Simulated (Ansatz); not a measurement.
A run of Ansatz 0.2.0:

File run.py:

```python
import json

import ase.io
import numpy as np
import spglib

import ansatz as az

atoms = ase.io.read("Ge.cif")
cell, frac, numbers = spglib.find_primitive((atoms.cell[:], atoms.get_scaled_positions(), atoms.numbers), symprec=1e-5)
atoms = ase.Atoms(numbers, cell=cell, scaled_positions=frac, pbc=True)

calculation = (
    az.Crystal.from_ase(atoms)
    .calculation()
    .kpoints(8, 8, 8)
    .functional("revpbe", dispersion="d4")
    .pseudopotentials(kind="paw_fr")
    .spin("noncollinear", soc=True)
    .occupations(method="methfessel_paxton", width=0.1)
    .electric_field_gradient()
    .forces()
    .stress()
    .band_table(publish=True)
)
outcome = calculation.run(threads=2, events_out="events.jsonl")

report = outcome.report
for line in open("events.jsonl"):
    event = json.loads(line)
    if event["event"] == "scf_iter":
        d = event["data"]
        print(f"SCF {d['iter']:3d}  HF = {d['harris_foulkes_ev']:.6f} eV  dr2 = {d['dr2_ev']:.2e} eV")
    elif event["event"] in ("relax_step", "md_step"):
        d = event["data"]
        print(f"{event['event']} {d['step']:3d}  E = {d['lagrangian_ev']:.6f} eV")
np.set_printoptions(precision=5, suppress=True, linewidth=110)
print("converged:", report["converged"], "after", report["n_iterations"], "iterations")
print(f"free energy {report['free_energy_ev']:.6f} eV, Fermi level {report['fermi_energy_ev']:.4f} eV")
for key in ("band_edges_ev", "magnetization_mub", "site_moments_mub", "site_moments_nc_mub", "forces_ev_ang",
                "stress_gpa"):
    if report.get(key) is not None:
        print(key, np.array(report[key]), sep="\n")
```

Ge.cif

```cif
data_Ge
_cell_length_a 5.65782000
_cell_length_b 5.65782000
_cell_length_c 5.65782000
_cell_angle_alpha 90.00000000
_cell_angle_beta 90.00000000
_cell_angle_gamma 90.00000000
_space_group_name_H-M_alt 'Fd-3m'
_space_group_name_Hall 'F 4d 2 3 -1d'
_space_group_IT_number 227
loop_
_space_group_symop_operation_xyz
'x,y,z'
'-y+1/4,x+1/4,z+1/4'
'-x,-y+1/2,z+1/2'
'y+3/4,-x+1/4,z+3/4'
'x,-y,-z'
'-y+1/4,-x+3/4,-z+3/4'
'-x,y+1/2,-z+1/2'
'y+3/4,x+3/4,-z+1/4'
'z,x,y'
'z+1/4,-y+1/4,x+1/4'
'z+1/2,-x,-y+1/2'
'z+3/4,y+3/4,-x+1/4'
'-z,x,-y'
'-z+3/4,-y+1/4,-x+3/4'
'-z+1/2,-x,y+1/2'
'-z+1/4,y+3/4,x+3/4'
'y,z,x'
'x+1/4,z+1/4,-y+1/4'
'-y+1/2,z+1/2,-x'
'-x+1/4,z+3/4,y+3/4'
'-y,-z,x'
'-x+3/4,-z+3/4,-y+1/4'
'y+1/2,-z+1/2,-x'
'x+3/4,-z+1/4,y+3/4'
'-x+1/4,-y+1/4,-z+1/4'
'y,-x,-z'
'x+1/4,y+3/4,-z+3/4'
'-y+1/2,x,-z+1/2'
'-x+1/4,y+1/4,z+1/4'
'y,x+1/2,z+1/2'
'x+1/4,-y+3/4,z+3/4'
'-y+1/2,-x+1/2,z'
'-z+1/4,-x+1/4,-y+1/4'
'-z,y,-x'
'-z+3/4,x+1/4,y+3/4'
'-z+1/2,-y+1/2,x'
'z+1/4,-x+1/4,y+1/4'
'z+1/2,y,x+1/2'
'z+3/4,x+1/4,-y+3/4'
'z,-y+1/2,-x+1/2'
'-y+1/4,-z+1/4,-x+1/4'
'-x,-z,y'
'y+3/4,-z+3/4,x+1/4'
'x,-z+1/2,-y+1/2'
'y+1/4,z+1/4,-x+1/4'
'x+1/2,z+1/2,y'
'-y+3/4,z+3/4,x+1/4'
'-x+1/2,z,-y+1/2'
'x,y+1/2,z+1/2'
[... 70 lines left out ...]
'x+1/4,-z+1/4,y+1/4'
'-x+3/4,-y+1/4,-z+3/4'
'y+1/2,-x,-z+1/2'
'x+3/4,y+3/4,-z+1/4'
'-y,x,-z'
'-x+3/4,y+1/4,z+3/4'
'y+1/2,x+1/2,z'
'x+3/4,-y+3/4,z+1/4'
'-y,-x+1/2,z+1/2'
'-z+3/4,-x+1/4,-y+3/4'
'-z+1/2,y,-x+1/2'
'-z+1/4,x+1/4,y+1/4'
'-z,-y+1/2,x+1/2'
'z+3/4,-x+1/4,y+3/4'
'z,y,x'
'z+1/4,x+1/4,-y+1/4'
'z+1/2,-y+1/2,-x'
'-y+3/4,-z+1/4,-x+3/4'
'-x+1/2,-z,y+1/2'
'y+1/4,-z+3/4,x+3/4'
'x+1/2,-z+1/2,-y'
'y+3/4,z+1/4,-x+3/4'
'x,z+1/2,y+1/2'
'-y+1/4,z+3/4,x+3/4'
'-x,z,-y'
'x+1/2,y+1/2,z'
'-y+3/4,x+3/4,z+1/4'
'-x+1/2,-y,z+1/2'
'y+1/4,-x+3/4,z+3/4'
'x+1/2,-y+1/2,-z'
'-y+3/4,-x+1/4,-z+3/4'
'-x+1/2,y,-z+1/2'
'y+1/4,x+1/4,-z+1/4'
'z+1/2,x+1/2,y'
'z+3/4,-y+3/4,x+1/4'
'z,-x+1/2,-y+1/2'
'z+1/4,y+1/4,-x+1/4'
'-z+1/2,x+1/2,-y'
'-z+1/4,-y+3/4,-x+3/4'
'-z,-x+1/2,y+1/2'
'-z+3/4,y+1/4,x+3/4'
'y+1/2,z+1/2,x'
'x+3/4,z+3/4,-y+1/4'
'-y,z,-x'
'-x+3/4,z+1/4,y+3/4'
'-y+1/2,-z+1/2,x'
'-x+1/4,-z+1/4,-y+1/4'
'y,-z,-x'
'x+1/4,-z+3/4,y+3/4'
'-x+3/4,-y+3/4,-z+1/4'
'y+1/2,-x+1/2,-z'
'x+3/4,y+1/4,-z+3/4'
'-y,x+1/2,-z+1/2'
'-x+3/4,y+3/4,z+1/4'
'y+1/2,x,z+1/2'
'x+3/4,-y+1/4,z+3/4'
'-y,-x,z'
'-z+3/4,-x+3/4,-y+1/4'
'-z+1/2,y+1/2,-x'
'-z+1/4,x+3/4,y+3/4'
'-z,-y,x'
'z+3/4,-x+3/4,y+1/4'
'z,y+1/2,x+1/2'
'z+1/4,x+3/4,-y+3/4'
'z+1/2,-y,-x+1/2'
'-y+3/4,-z+3/4,-x+1/4'
'-x+1/2,-z+1/2,y'
'y+1/4,-z+1/4,x+1/4'
'x+1/2,-z,-y+1/2'
'y+3/4,z+3/4,-x+1/4'
'x,z,y'
'-y+1/4,z+1/4,x+1/4'
'-x,z+1/2,-y+1/2'
loop_
_atom_site_label
_atom_site_type_symbol
_atom_site_symmetry_multiplicity
_atom_site_Wyckoff_symbol
_atom_site_fract_x
_atom_site_fract_y
_atom_site_fract_z
_atom_site_occupancy
Ge1 Ge 8 a 0.2500000000 0.2500000000 0.2500000000 1
```

Potentials or basis: Ansatz PAW.

Launch:

```console
$ python run.py
```

Hardware: 2 threads of Arm Neoverse V1, on a shared host.

**Question.** How long does it take, and how much memory?

**Answer.** It took 4.7 s on 2 threads of Arm Neoverse V1 (shared host), peak memory 0.62 GiB. Counts: scf iterations 7, plane waves 893, k points 29, bands 36, engine runs 1.
